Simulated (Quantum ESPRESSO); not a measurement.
Set up this calculation in Quantum ESPRESSO 7.5, as the native input.

| Quantity | Value |
| --- | --- |
| Task | dielectric tensor |
| Functional | PBE |
| Potentials or basis | GBRV 1.5 PBE |
| Cutoff | 612 eV |
| Density cutoff | 4898 eV |
| k mesh | 12 × 12 × 12, shifted |
| Occupations | fermi-dirac, width 0.05 eV |
| Spin | no spin polarisation |
| Mixing beta | 0.5 |
| Most SCF iterations | 120 |
| SCF threshold | 4e-10 Ry |

Crystal: BeS.

```xyz
2
Lattice="0.0000 2.4250 2.4250 2.4250 0.0000 2.4250 2.4250 2.4250 0.0000" Properties=species:S:1:pos:R:3 pbc="T T T"
S     3.6375    3.6375    3.6375
Be    0.0000    0.0000    0.0000
```

These files were run (other wordings do the same):

pw.in

```
&CONTROL
  calculation = 'scf'
  prefix = 'pwscf'
  outdir = './tmp'
  pseudo_dir = './pseudo'
  tprnfor = .true.
  tstress = .true.
  disk_io = 'low'
/
&SYSTEM
  ibrav = 0
  nat = 2
  ntyp = 2
  ecutwfc = 45
  ecutrho = 360
  nbnd = 10
  occupations = 'smearing'
  smearing = 'fd'
  degauss = 0.00367493
/
&ELECTRONS
  conv_thr = 4d-10
  electron_maxstep = 120
  mixing_beta = 0.5
/
ATOMIC_SPECIES
S     32.0600 s_pbe_v1.4.uspp.F.UPF
Be     9.0122 be_pbe_v1.4.uspp.F.UPF
CELL_PARAMETERS angstrom
   0.0000000000    2.4250000000    2.4250000000
   2.4250000000    0.0000000000    2.4250000000
   2.4250000000    2.4250000000    0.0000000000
ATOMIC_POSITIONS angstrom
S      3.6375000000    3.6375000000    3.6375000000
Be     0.0000000000    0.0000000000    0.0000000000
K_POINTS automatic
12 12 12 1 1 1
```

scf2.in

```
&CONTROL
  calculation = 'scf'
  prefix = 'pwscf'
  outdir = './tmp'
  pseudo_dir = './pseudo'
  tprnfor = .true.
  tstress = .true.
  disk_io = 'low'
/
&SYSTEM
  ibrav = 0
  nat = 2
  ntyp = 2
  ecutwfc = 45
  ecutrho = 360
  nbnd = 10
  occupations = 'fixed'
/
&ELECTRONS
  conv_thr = 1d-13
  electron_maxstep = 120
  mixing_beta = 0.5
  startingpot = 'file'
  startingwfc = 'file'
/
ATOMIC_SPECIES
S     32.0600 s_pbe_v1.4.uspp.F.UPF
Be     9.0122 be_pbe_v1.4.uspp.F.UPF
CELL_PARAMETERS angstrom
   0.0000000000    2.4250000000    2.4250000000
   2.4250000000    0.0000000000    2.4250000000
   2.4250000000    2.4250000000    0.0000000000
ATOMIC_POSITIONS angstrom
S      3.6375000000    3.6375000000    3.6375000000
Be     0.0000000000    0.0000000000    0.0000000000
K_POINTS automatic
12 12 12 1 1 1
```

ph.in

```
dielectric of BeS
&INPUTPH
  prefix = 'pwscf'
  outdir = './tmp'
  tr2_ph = 1d-18
  fildyn = 'dyn'
  niter_ph = 90
  alpha_mix(1) = 0.7
  epsil = .true.
  trans = .false.
  zeu = .true.
/
0.0000000000 0.0000000000 0.0000000000
```

Potentials or basis: GBRV 1.5 PBE.

Run with:

```sh
$ OMP_NUM_THREADS=1 pw.x -in pw.in > pw.out
$ OMP_NUM_THREADS=1 pw.x -in scf2.in > scf2.out
$ OMP_NUM_THREADS=1 ph.x -in ph.in > ph.out
```

It gave:

| Quantity | Value |
| --- | --- |
| Pressure | 1.6 GPa |
| Electronic dielectric tensor (diagonal) | 5.27 |
| Born charges (mean of the diagonal) | S -1.60; Be +1.61 e |

Wall time 10 min on 1 thread of Intel(R) Xeon(R) Processor @ 2.50GHz (Skylake/Cascade Lake), with other jobs on the host, peak memory 0.14 GiB.
